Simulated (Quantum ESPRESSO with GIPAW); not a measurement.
# 33S and 113Cd shieldings of CdS (F-43m) under uniaxial strain along [001], GIPAW with PBEsol

Calculated here are the 33S and 113Cd shieldings of zinc-blende CdS (F-43m) as the cell is stretched or compressed along [001] with the (001) plane held fixed. Strain is counted from the starting cell, positive for tension, and the shieldings are on the absolute scale, so that a higher shielding means a lower chemical shift. The axial part is the shielding for a field along [001] minus the isotropic value. Strain is common in epitaxial films and in the shells of semiconductor nanocrystals, where it displaces and broadens NMR lines. The question is how far each nucleus responds, in which direction, and how much anisotropy appears at sites that have none in the cubic crystal.

## Method

One crystal, CdS (F-43m) (entry of the Crystallography Open Database; not the structure at ambient conditions), strained from its starting cell (the cell of the entry); all shielding runs share files, cutoffs and k divisions. Shieldings by GIPAW with PBEsol in Quantum ESPRESSO with gipaw.x (a patched development version 8.0), plane-wave PAW files from pslibrary 1.0.0 recipes, scalar-relativistic cores, no spin-orbit coupling, no spin; in these runs cutoffs 55 Ry, k spacing 0.14 Å⁻¹ (2π included) or finer. The macroscopic shape term was treated afterwards and alike for all rows, whichever way its switch stood in a run: any printed term was subtracted, and where a column says so that of a sphere was added from the printed susceptibility. Static atoms. The first shell of a cation holds the anions within 1.2 times its shortest bond (1.3 for large cations, and wider where that leaves a large cation fewer than four or five); that of an anion holds the cations whose shells include it; covalently bonded atoms count in both. Relaxed geometries were made with pw.x of Quantum ESPRESSO (PBEsol), at cutoffs of 50 Ry, on the k meshes 13×13×13. k meshes of the tabled runs: 13×13×13. In some ground-state or relaxation runs pw.x warned of eigenvalues not converged in a step; every run reached its self-consistency threshold.

Notes on method and selection:

- Shielding and shift run in opposite directions: δ ≈ σ(reference) − σ.
- Static lattice: no motional averaging.
- The response operators are non-relativistic and spin-orbit coupling is absent, so values at or next to heavy atoms are less sure.
- The dimensions named as kept were held fixed: no Poisson relaxation.
- Of the rows, the total energy is lowest at +0 % strain; zero strain is the starting cell.
- These shielding methods need a band gap: all members are semiconductors or insulators at this level. The paramagnetic part grows as the gap narrows, and semilocal functionals make gaps too small. Runs that missed the f-sum rule by more than 0.015 electrons for each three atoms, or whose printed susceptibility was strongly positive, were left out.
- Runs that did not converge, have known faults or may not be shown are not listed, and runs on Ansatz's PAW sets soft_1 and soft_2 are kept to separate tables.

Columns:

- strain (%): linear strain, positive for tension: strain along [001], plane kept.
- bond length (Å): mean distance from S to its first shell.
- positions: atomic positions in the strained cell.
- σ(33S) (ppm): isotropic 33S shielding (bound to Cd4, atom 2 of the cell), absolute scale, with the macroscopic shape term taken out.
- σ(113Cd) (ppm): the same for 113Cd (CdS4, atom 1).
- axial part, 33S (ppm): 33S shielding for a field along [001] minus its isotropic value; the site is axial about [001].
- axial part, 113Cd (ppm): 113Cd shielding for a field along [001] minus its isotropic value; the site is axial about [001].

## Table of results

| member | strain (%) | bond length (Å) | positions | σ(33S) (ppm) | σ(113Cd) (ppm) | axial part, 33S (ppm) | axial part, 113Cd (ppm) |
| --- | --- | --- | --- | --- | --- | --- | --- |
| −2 % | −2.0 | 2.5090 | relaxation in this cell moved no atom | 661.76 | 2867.96 | 3.53 | −8.23 |
| −1.5 % | −1.5 | 2.5132 | relaxation in this cell moved no atom | 658.68 | 2879.79 | 2.61 | −6.12 |
| −1 % | −1.0 | ? | relaxation in this cell moved no atom | ? | ? | ? | ? |
| unstrained | 0.0 | 2.5258 | fractional positions of the starting cell | 648.93 | 2915.45 | 0.00 | 0.00 |
| +1 % | 1.0 | 2.5342 | relaxation in this cell moved no atom | 642.08 | 2939.37 | −1.61 | 3.89 |
| +2 % | 2.0 | 2.5427 | relaxation in this cell moved no atom | 634.86 | 2963.38 | −3.14 | 7.65 |

Cells marked ? are withheld until the estimate has been made.

Least-squares fits to the members shown, with x = strain (%); R² and errors in the fitted variable (y, or ln y where the fit is in ln y):

| y | members | fit | R² | rms residual | leave-one-out rms | the same for the mean of the others |
| --- | --- | --- | --- | --- | --- | --- |
| σ(33S) (ppm) | 5 | y = 648.6 − 6.706 x | 1.00 | 0.25 | 0.48 | 13 |
| σ(113Cd) (ppm) | 5 | y = 2915.575 + 23.85000 x | 1.00 | 0.086 | 0.16 | 45 |

## The trend and its physics

The two nuclei respond in opposite directions. Between −2 % and +2 % the 33S shielding falls by 661.76 − 634.86 = 26.90 ppm, while that of 113Cd rises by 2963.38 − 2867.96 = 95.42 ppm. The fitted slopes are −6.7 and +23.9 ppm per % of strain. Tension therefore moves the 33S line to higher shift and the 113Cd line to lower shift.

Symmetry explains much of the pattern. In a cubic crystal the isotropic shielding depends, to first order, only on the change of volume, which here equals the strain because the plane is kept. The axial part depends on the change of shape. All four bonds of each tetrahedron stay equal in length, so the anisotropy arises from tilted bonds and not from a long and a short set.

The isotropic changes come mostly from the paramagnetic part for both nuclei. A possible reading of the opposite signs is that longer bonds bring occupied and empty states closer in energy, which deshields sulfur, whereas at cadmium the weaker mixing with sulfur orbitals leaves less cadmium p character in the occupied states and so less deshielding.

The axial part is zero in the unstrained crystal, as tetrahedral symmetry requires. Its mean slope is (−3.14 − 3.53) / 4 = −1.67 ppm per % for 33S and (7.65 + 8.23) / 4 = 3.97 ppm per % for 113Cd. The full difference between fields along and across [001] is 1.5 times the axial part, at +2 % 1.5 × (−3.14) = −4.7 ppm for 33S and 1.5 × 7.65 = 11.5 ppm for 113Cd. For both nuclei the anisotropy is thus smaller than the isotropic displacement. In a crystal free to contract sideways under tension, the volume would change less and the shape more, which shifts the balance towards anisotropy.

## A prediction

Plain estimates from the members shown:

- −1 %, fit at x = −1.0: 655.31 ppm
- −1 %, straight-line interpolation between −1.5 % and unstrained: w = (−1.0 − (−1.5)) / (0.0 − (−1.5)) = 0.333, so 658.68 + 0.333 × (648.93 − 658.68) = 655.43 ppm

The straight-line interpolation between −1.5 % and the unstrained cell is the better starting point, because the 33S shielding is slightly curved. Its slope steepens from (658.68 − 661.76) / 0.5 = −6.16 ppm per % at the compressed end to 634.86 − 642.08 = −7.22 ppm per % at the stretched end. A chord lies below such a curve, so the interpolated 655.43 ppm needs a small upward correction.

The curvature follows from the two end members and the unstrained cell: (661.76 + 634.86 − 2 × 648.93) / 8 = −0.155 ppm per %². At −1 %, which lies 0.5 % from one end of the chord and 1.0 % from the other, the correction is 0.155 × 0.5 × 1.0 = 0.08 ppm. This gives 655.43 + 0.08 = 655.51 ppm.

The same curvature can be tried on the two members that did not enter it. For +1 %, the chord from 0 to +2 % gives (648.93 + 634.86) / 2 + 0.155 = 642.05 ppm, against 642.08 in the table. For −1.5 %, the chord from −2 % to 0 gives 661.76 + 0.25 × (648.93 − 661.76) + 0.155 × 0.5 × 1.5 = 658.67 ppm, against 658.68. The misses are 0.03 and 0.01 ppm, and the larger is taken as the error. No atom moves within the strained cell, so no internal displacement should disturb the smooth course.

**Committed estimate, −1 %: σ(33S) = 655.51 ± 0.03 ppm.**

## Check

| member | strain (%) | bond length (Å) | positions | σ(33S) (ppm) | σ(113Cd) (ppm) | axial part, 33S (ppm) | axial part, 113Cd (ppm) |
| --- | --- | --- | --- | --- | --- | --- | --- |
| −1 % | −1.0 | 2.5174 | relaxation in this cell moved no atom | 655.50 | 2891.64 | 1.73 | −4.05 |

| member | estimate | σ(33S) (ppm) | computed | estimate − computed | miss in error bars |
| --- | --- | --- | --- | --- | --- |
| −1 % | committed | 655.51 | 655.50 | +0.01 | 0.3 |
| −1 % | fit | 655.31 | 655.50 | −0.19 |  |
| −1 % | interpolation | 655.43 | 655.50 | −0.07 |  |

The estimate of 655.51 ppm lies 0.01 ppm above the computed 655.50 ppm, inside its error bar of 0.03 ppm. It did better than the interpolation, which is 0.07 ppm too low, and the straight-line fit, which is 0.19 ppm too low.

The argument from curvature held: a chord under a curve that bends downwards gives too low a value, and the correction of 0.08 ppm had the right sign and size. The axial parts of the new member, 1.73 ppm for 33S and −4.05 ppm for 113Cd, also agree with the mean slopes of −1.67 and 3.97 ppm per %.

The result confirms a smooth response in a cell where symmetry holds the atoms in place. It does not test the orbital reading of the opposite signs, since any smooth mechanism would have allowed the same interpolation.

## Where the trend breaks

Least-squares fits to the whole series, with x = strain (%); R² and errors in the fitted variable (y, or ln y where the fit is in ln y):

| y | members | fit | R² | rms residual | leave-one-out rms | the same for the mean of the others |
| --- | --- | --- | --- | --- | --- | --- |
| σ(33S) (ppm) | 6 | y = 648.62 − 6.7189 x | 1.00 | 0.24 | 0.44 | 11 |
| σ(113Cd) (ppm) | 6 | y = 2915.56 + 23.8554 x | 1.00 | 0.084 | 0.15 | 40 |

Largest departures from the fit to the whole series:

| member | σ(33S) (ppm) | fit | computed − fit | in rms residuals |
| --- | --- | --- | --- | --- |
| +2 % | 634.86 | 635.18 | −0.32 | 1.3 |
| unstrained | 648.93 | 648.62 | +0.31 | 1.3 |
| −2 % | 661.76 | 662.06 | −0.30 | 1.2 |
| +1 % | 642.08 | 641.90 | +0.18 | 0.7 |

No member stands out, and the largest departure from the straight line is 0.32 ppm in a series that spans 26.90 ppm. The departures follow the curvature: both end members lie about 0.3 ppm below the line and the unstrained cell 0.31 ppm above it. A quadratic term of −0.155 ppm per %² accounts for this, as it lowers the ends by 0.155 × 2² = 0.62 ppm relative to the middle.

## Rules of thumb and their limits

Between −2 % and +2 %, with the plane kept, the shielding changes by −6.7 ppm per % for 33S and +23.9 ppm per % for 113Cd. A straight line places a new member with a typical error of about 0.4 ppm for 33S and 0.2 ppm for 113Cd.

Because the isotropic value follows the volume to first order, the slopes carry over to other small strains. A stretch of 0.5 % along all three axes adds about 1.5 % of volume. The 33S shift then rises by 1.5 × 6.7 = 10 ppm and the 113Cd shift falls by 1.5 × 23.9 = 36 ppm, with no anisotropy.

The absolute 113Cd shielding is less secure than its slope. Relativistic effects missing from the response operators would probably raise it by more than the whole spread of the table, but most of this should arise in the core and cancel in differences between strained cells.
